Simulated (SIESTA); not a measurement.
## CuO in SIESTA: convergence with real-space mesh cutoff

Input of the first run (real-space mesh cutoff 100 Ry); the others differ in this setting and in those tied to it:

The input CuO.fdf:

```
SystemName                      CuO
SystemLabel                     CuO
NumberOfSpecies                 2
NumberOfAtoms                   4
%block ChemicalSpeciesLabel
  1  29 Cu
  2   8 O
%endblock ChemicalSpeciesLabel

LatticeConstant                 1.0 Ang
%block LatticeVectors
     3.1754955000     0.0000000000     0.0000000000
     0.0000000000     3.1754955000     0.0000000000
     0.0000000000     0.0000000000     4.6495318700
%endblock LatticeVectors
AtomicCoordinatesFormat         Fractional
%block AtomicCoordinatesAndAtomicSpecies
    -0.0019590000     0.0009470000    -0.0045530000  1  Cu
     0.4996480000     0.5073270000     0.0017850000  1  Cu
     0.5054960000    -0.0039170000     0.2676500000  2  O
    -0.0021780000     0.5003410000     0.7249710000  2  O
%endblock AtomicCoordinatesAndAtomicSpecies

%block kgrid.MonkhorstPack
    6   0   0  0.0
    0   6   0  0.0
    0   0   4  0.0
%endblock kgrid.MonkhorstPack
XC.Functional                   GGA
XC.Authors                      PBE
PAO.BasisSize                   DZP
PAO.EnergyShift                 0.003 Ry
Mesh.Cutoff                     100 Ry
OccupationFunction              FD
ElectronicTemperature           0.05 eV
MaxSCFIterations                120
SCF.MustConverge                false
SCF.Mixer.Method                Pulay
SCF.Mixer.Weight                0.25
SCF.Mixer.History               8
SCF.DM.Tolerance                5.0e-05
SCF.H.Tolerance                 1.0e-03 eV
WriteForces                     true
Charge.Mulliken                 end
%block PAO.Basis
  Cu 5
  n=3 0 2
    2.369 0.000
  n=4 0 2
    7.268 0.000
  n=3 1 2
    2.657 0.000
  n=4 1 1
    7.268
  n=3 2 2
    4.927 0.000
%endblock PAO.Basis
```

Potentials or basis: PseudoDojo 0.4 standard (PBE files), DZP (energy shift 0.003 Ry; two zetas on semicore shells).

Launch:

```console
$ siesta CuO.fdf > CuO.out 2>&1
```

The cell isn't the ideal one: atoms moved at random, drawn with an rms of 0.05 Å.

The cell was built by a generator and needn't be a form met in nature.

Hardware: 1 thread of Arm Neoverse V1, with other jobs on the host.

```
real-space mesh cutoff  energy less the tightest run, at zero smearing (meV/atom)  pressure (GPa)  largest force (eV/Å)  SCF cycles  CPU time (s)  peak memory (GiB)
                100 Ry                                                     -23.43           19.42                     -          13            14               0.15
                150 Ry                                                      -1.69           17.46                 0.841          13            15               0.16
                200 Ry                                                      -0.13           17.36                 0.822          13            17               0.17
                300 Ry                                                       0.02           17.36                 0.820          13            22               0.18
                400 Ry                                                      -0.02           17.39                 0.818          13            26                0.2
                500 Ry                                                      -0.02           17.38                 0.819          13            34               0.24
                700 Ry                                                      -0.02           17.38                 0.820          13            47               0.29
                900 Ry                                                      -0.01           17.38                 0.820          13            60               0.34
               1200 Ry                                                       0.00           17.38                 0.819          13            88               0.46
```

Against the tightest run, the energy stays within 1 meV/atom from 200 Ry on; the pressure stays within 0.1 GPa from 150 Ry on; the largest force stays within 0.005 eV/Å from 200 Ry on. Values are those asked for, which the program may round to a finer grid. The tightest run that finished is the yardstick and may itself not be fully converged.

Caveat, for the tightest run too: short orbitals over semicore shells can move pressures by several GPa; the basis of atomic orbitals isn't converged, which shifts pressures, moduli and gaps; the run has no spin polarisation, though such a crystal can be magnetic.
